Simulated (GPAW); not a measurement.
Input of a GPAW 26.7.0 run:

File run.py:

```python
from ase import Atoms
from ase.dft.bandgap import bandgap
from ase.io import write
from ase.units import GPa
from ase.parallel import parprint
from gpaw import GPAW, PW

atoms = Atoms(['Bi', 'Bi', 'Se', 'Se', 'Se'],
              cell=[[2.0715, 1.1959810826, 9.5453333333],
                    [-2.0715, 1.1959810826, 9.5453333333],
                    [0.0, -2.3919621653, 9.5453333333]],
              scaled_positions=[[0.5992, 0.5992, 0.5992],
                                [0.4008, 0.4008, 0.4008],
                                [0.7883, 0.7883, 0.7883],
                                [0.2117, 0.2117, 0.2117],
                                [0.0, 0.0, 0.0]],
              pbc=True)

calc = GPAW(mode=PW(600),
            xc='LDA',
            kpts={'size': (5, 5, 5), 'gamma': True},
            occupations={'name': 'fermi-dirac', 'width': 0.05},
            nbands=39,
            convergence={'density': 1e-05, 'energy': 1e-05},
            maxiter=150,
            txt='gpaw.txt')
atoms.calc = calc
energy = atoms.get_potential_energy()
forces = atoms.get_forces()
stress = atoms.get_stress()
calc.write('gs.gpw')
write('result.traj', atoms)
parprint(f'Energy: {energy:.6f} eV')
parprint('Forces (eV/A):')
parprint(forces.round(4))
parprint('Stress (GPa):', (stress / GPa).round(3))
parprint('Fermi level:', round(calc.get_fermi_level(), 4), 'eV')
parprint(f'Gap: {bandgap(calc)[0]:.4f} eV, direct: {bandgap(calc, direct=True)[0]:.4f} eV')

path = atoms.cell.bandpath('GLB1,BZGX,QFP1Z,LP', npoints=80, eps=1e-4)
bs_calc = calc.fixed_density(kpts=path, symmetry='off', nbands=64,
                             convergence={'bands': 'CBM+6.0', 'eigenstates': 1e-6}, txt='bands.txt')
bs = bs_calc.band_structure()
bs.write('bs.json')
parprint(f'Gap on the path: {bandgap(bs_calc)[0]:.4f} eV')
```

Potentials or basis: the program's PAW data sets (release 1.2.1) made for this functional, pw.

Launch:

```bash
$ OMP_NUM_THREADS=1 mpirun -n 4 gpaw python run.py
```

**Question.** Predict the band gap on the k mesh.

**Answer.** 0.09 eV, direct.

**Question.** What does it give for the pressure?

**Answer.** -2.0 GPa.

**Question.** Estimate the largest force.

**Answer.** 0.169 eV/Å.

Forces in eV/Å, atoms in the order of the input:
```
Bi   0.000  0.000  0.169
Bi   0.000  0.000 -0.169
Se   0.000  0.000  0.007
Se   0.000  0.000 -0.007
Se   0.000  0.000  0.000
```

Caveat: spin-orbit coupling is left out, which as a rule narrows the gap of such compounds by several tenths of an eV; the program warned that so skewed a cell can give wrong results. As with any semilocal functional, this LDA gap is likely too small.
